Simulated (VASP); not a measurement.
# GaN: kernels and solvers of the Casida equation on one ground state

GaN, F-43m (no. 216), 2 atoms in the cell. HSE06, TDDFT by the Casida equation; PAW potentials Ga_d_GW, N_GW (PBE set).

## Input

INCAR.step1:
```
EDIFF = 1E-5
ENCUT = 420
ISMEAR = 0
KPAR = 4
LASPH = T
LCHARG = F
LWAVE = T
NBANDS = 21
PREC = Accurate
SIGMA = 0.02
```

INCAR.step2:
```
ALGO = Normal
CSHIFT = 0.1
EDIFF = 1E-7
ENCUT = 420
GGA = PE
HFSCREEN = 0.2
ISMEAR = 0
ISTART = 1
KPAR = 4
LASPH = T
LCHARG = F
LHFCALC = T
LOPTICS = T
LWAVE = T
NBANDS = 21
NEDOS = 2000
PREC = Accurate
PRECFOCK = Fast
SIGMA = 0.02
```

INCAR.step3:
```
ALGO = TDHF
ANTIRES = 0
CSHIFT = 0.15
EDIFF = 1E-7
ENCUT = 420
ENCUTGW = 150
GGA = PE
HFSCREEN = 0.2
IBSE = 2
ISMEAR = 0
ISTART = 1
KPAR = 4
LADDER = T
LASPH = T
LCHARG = F
LFXC = T
LHARTREE = T
LHFCALC = T
LWAVE = F
NBANDS = 21
NBANDSO = 4
NBANDSV = 4
NBSEEIG = 4
NOMEGA = 1000
OMEGAMAX = 25
PREC = Accurate
PRECFOCK = Fast
SIGMA = 0.02
```

INCAR.step4, as INCAR.step3 but for:
```
- ANTIRES = 0
+ ANTIRES = 1
```

INCAR.step5 changes the same tag again: ANTIRES = 2.

INCAR.step6, as INCAR.step5 but for:
```
- ANTIRES = 2
- LADDER = T
- LFXC = T
- LHARTREE = T
+ ANTIRES = 0
+ LADDER = F
+ LFXC = F
+ LHARTREE = F
```

INCAR.step7, as INCAR.step6 but for:
```
- ANTIRES = 0
- LHARTREE = F
+ ANTIRES = 2
+ LHARTREE = T
```

INCAR.step8, as INCAR.step7 but for:
```
- ANTIRES = 2
- IBSE = 2
- LADDER = F
- LFXC = F
+ ANTIRES = 0
+ BSEPREC = High
+ IBSE = 3
+ LADDER = T
+ LFXC = T
```

INCAR.step9, as INCAR.step8 but for:
```
- BSEPREC = High
- IBSE = 3
+ IBSE = 1
```

INCAR.step10, as INCAR.step9 but for:
```
- IBSE = 1
+ IBSE = 0
```

INCAR.step11, as INCAR.step10 but for:
```
- IBSE = 0
+ IBSE = 2
+ LTRIPLET = T
```

INCAR.step12, as INCAR.step11 but for:
```
- LHARTREE = T
- LTRIPLET = T
+ LHARTREE = F
```

INCAR.step13, as INCAR.step12 but for:
```
- LFXC = T
- LHARTREE = F
+ LFXC = F
+ LHARTREE = T
```

INCAR.step14, as INCAR.step13 but for:
```
- IBSE = 2
- KPAR = 4
- LFXC = F
+ IBSE = 0
+ LFXC = T
```

KPOINTS:
```
k-points
0
Gamma
  6 6 6
```

POSCAR:
```
GaN
1.0
    0.0000000000      2.2535006075      2.2535006075
    2.2535006075      0.0000000000      2.2535006075
    2.2535006075      2.2535006075      0.0000000000
Ga N
1 1
Direct
    0.0000000000      0.0000000000      0.0000000000
    0.2500000000      0.2500000000      0.2500000000
```

Commands (each step's output is kept before the next begins):
```
cat potpaw_PBE.64/Ga_d_GW/POTCAR potpaw_PBE.64/N_GW/POTCAR > POTCAR
cp INCAR.step1 INCAR
mpirun -np 4 vasp_std > vasp.out
cp INCAR.step2 INCAR
mpirun -np 4 vasp_std > vasp.out
cp INCAR.step3 INCAR
mpirun -np 4 vasp_std > vasp.out
cp INCAR.step4 INCAR
mpirun -np 4 vasp_std > vasp.out
cp INCAR.step5 INCAR
mpirun -np 4 vasp_std > vasp.out
cp INCAR.step6 INCAR
mpirun -np 4 vasp_std > vasp.out
cp INCAR.step7 INCAR
mpirun -np 4 vasp_std > vasp.out
cp INCAR.step8 INCAR
mpirun -np 4 vasp_std > vasp.out
cp INCAR.step9 INCAR
mpirun -np 4 vasp_std > vasp.out
cp INCAR.step10 INCAR
mpirun -np 4 vasp_std > vasp.out
cp INCAR.step11 INCAR
mpirun -np 4 vasp_std > vasp.out
cp INCAR.step12 INCAR
mpirun -np 4 vasp_std > vasp.out
cp INCAR.step13 INCAR
mpirun -np 4 vasp_std > vasp.out
cp INCAR.step14 INCAR
mpirun -np 1 vasp_std > vasp.out
```

## Result

- Direct gap on the mesh (eV): 2.98
- Gap on the mesh (eV): 2.98
- Bands: 21

One ground state, settings moved in the last step alone:

| Settings | ε at zero frequency | First excitation (eV) | First bright (eV) | Time (s) |
|---|---|---|---|---|
| LOPTICS | 4.92 | – | – | 160 |
| full kernel, Tamm-Dancoff | 5.11 | 2.926 | 2.926 | 25 |
| full kernel, ANTIRES 1 | 5.08 | 2.933 | 2.933 | 28 |
| full kernel, ANTIRES 2 | 5.08 | 2.925 | 2.925 | 38 |
| independent particles | 4.70 | 2.982 | 2.982 | 7 |
| RPA: Hartree term alone, ANTIRES 2 | 4.44 | 2.991 | 2.991 | 26 |
| Lanczos (IBSE 3) | 5.11 | – | – | 16 |
| time evolution (IBSE 1) | 5.09 | – | – | 42 |
| KPAR with the old driver (IBSE 0) | – | – | – | no result |
| triplet | – | 2.915 | – | 12 |
| ladder without the Hartree term | 5.20 | 2.915 | 2.915 | 13 |
| without the local kernel | 5.03 | 2.929 | 2.929 | 17 |
| old driver (IBSE 0) on one core | 5.11 | 2.926 | 2.926 | 66 |

Make-up of the lowest excitation, one of several of nearly equal energy, so its shares depend on the choice among them:

| k point | From band | To band | Share |
|---|---|---|---|
| 0.000 0.000 0.000 | 7 | 10 | 0.95 |
| 0.000 0.000 0.000 | 9 | 10 | 0.05 |
| 0.000 0.000 -0.167 | 8 | 10 | 0.00 |
| 0.000 0.000 0.167 | 8 | 10 | 0.00 |
| 0.167 0.000 0.000 | 8 | 10 | 0.00 |
| -0.167 0.000 0.000 | 8 | 10 | 0.00 |

Limits: The 6×6×6 mesh is coarse for a spectrum: peaks stand apart that a denser mesh merges, and ε at zero frequency can be far too high; the pairs hold 4 valence and 4 conduction bands, and what lies beyond is missing from ε.

VASP 6.6.1 took 456 s on 4 cores (Intel Xeon 6975P-C (Granite Rapids)), a shared host.
